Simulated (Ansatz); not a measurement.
Bulk crystal (Si₂Mo) after relaxation:

```yaml
crystal:
  lattice:
    - [-1.59504, 1.59504, 3.91069]
    - [1.59504, -1.59504, 3.91069]
    - [1.59504, 1.59504, -3.91069]
  atoms:
    - { symbol: Si, position: [0.33506, 0.33506, 0.00000] }
    - { symbol: Si, position: [0.66494, 0.66494, 0.00000] }
    - { symbol: Mo, position: [0.00000, 0.00000, 0.00000] }
```

Miller indices refer to the conventional cell of I4/mmm (No. 139), a = 3.190 Å, b = 3.190 Å, c = 7.821 Å, α = 90.00°, β = 90.00°, γ = 90.00°.

The (001) slab of 7 planes, 7.8 Å thick with 15 Å of vacuum as cut; outer planes Mo (top) and Mo (bottom).

Method: Ansatz, DFT PBEsol, scalar-relativistic, plane waves, PAW. Cutoff 420 eV; k points 11×11×1 on the computed 7-atom cell (Γ-centred); Gaussian smearing, width 0.10 eV; no spin polarisation. The cell repeats along c with a dipole correction in the vacuum.

The slab isn't stoichiometric (Si4Mo3), so its surface energy depends on the chemical potentials; it is given with the excess atoms taken from the element's standard state, a limit at which the compound may itself be unstable, so the figure can be too low.

Results for the relaxed slab:

For the relaxed slab, the surface energy with the excess atoms taken from the elements is 3.79 J/m². The work function is 3.94 eV.

Relaxation lowers the energy by 0.198 J/m² a face; the largest move is 0.102 Å.

| plane (bottom to top) | atoms | spacing to next, bulk (Å) | relaxed (Å) | change (%) |
| --- | --- | --- | --- | --- |
| 1 | Mo | 1.290 | 1.134 | -12.1 |
| 2 | Si | 1.331 | 1.358 | +2.0 |
| 3 | Si | 1.290 | 1.317 | +2.1 |
| 4 | Mo | 1.290 | 1.317 | +2.1 |
| 5 | Si | 1.331 | 1.358 | +2.0 |
| 6 | Si | 1.290 | 1.134 | -12.1 |
| 7 | Mo |  |  |  |